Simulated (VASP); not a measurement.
Set up this calculation in VASP 6.6.1, as the native input.

| Quantity | Value |
| --- | --- |
| Task | relaxation of cell and atoms |
| Functional | PBE |
| Dispersion | D3(BJ) |
| Potentials or basis | VASP PAW PBE potentials, release 64 (Bi_d) |
| Cutoff | 600 eV |
| k mesh | 12 × 12 × 10 |
| Occupations | methfessel-paxton, width 0.1 eV |
| Spin | no spin polarisation |
| Further INCAR settings | ALGO = Normal; EDIFF = 1e-07; IBRION = 2; EDIFFG = -0.005; NSW = 90; ISIF = 3 |

The structure of Bi lies in POSCAR:

```
Bi                                      
1.0
    2.2642702864      1.3072770639      3.8908120545
   -2.2642702864      1.3072770639      3.8908120545
    0.0000000000     -2.6145541180      3.8908120545
  Bi            
     2
Direct
     0.2373168433666082    0.2373168433666082    0.2373168433666065
     0.7626831566333917    0.7626831566333917    0.7626831566333935
```

These files were run (other wordings do the same):

INCAR

```
PREC = Accurate
ENCUT = 600
EDIFF = 1E-7
ISMEAR = 1
SIGMA = 0.1
LREAL = F
LASPH = T
NELM = 80
ALGO = Normal
ISIF = 3
LWAVE = F
LCHARG = F
GGA = PE
IVDW = 12
IBRION = 2
NSW = 90
EDIFFG = -0.005
```

KPOINTS

```
Automatic mesh
0
Gamma
  12 12 10
```

Potentials or basis: VASP PAW PBE potentials, release 64 (Bi_d).

The run is started by

```bash
$ cat potpaw_PBE.64/Bi_d/POTCAR > POTCAR
$ mpirun -np 1 vasp_std > vasp.out
```

It gave:

```yaml
Relaxed_volume: 34.57 Å³/atom
Relaxed_cell: a = 4.686 Å, b = 4.686 Å, c = 4.686 Å, α = 57.83°, β = 57.83°, γ = 57.83°
Space_group_after_relaxing_to_0.05_Å: R-3m (No. 166)
Energy_gained_by_relaxing: 0.0 meV/atom
Ionic_steps: 3
Pressure_after_relaxing: 0.0 GPa
Band_gap_on_the_k_mesh: none (metal or under the smearing width)
Dispersion_energy_per_atom: -0.462 eV
```

Caveat: spin-orbit coupling is left out, which moves the levels of the heavy elements; pairwise dispersion overbinds metals, which lowers pressure and volume.

It took 14 min on 1 thread of Intel(R) Xeon(R) Platinum 8488C (Sapphire Rapids), with other jobs on the host, peak memory 0.64 GiB.
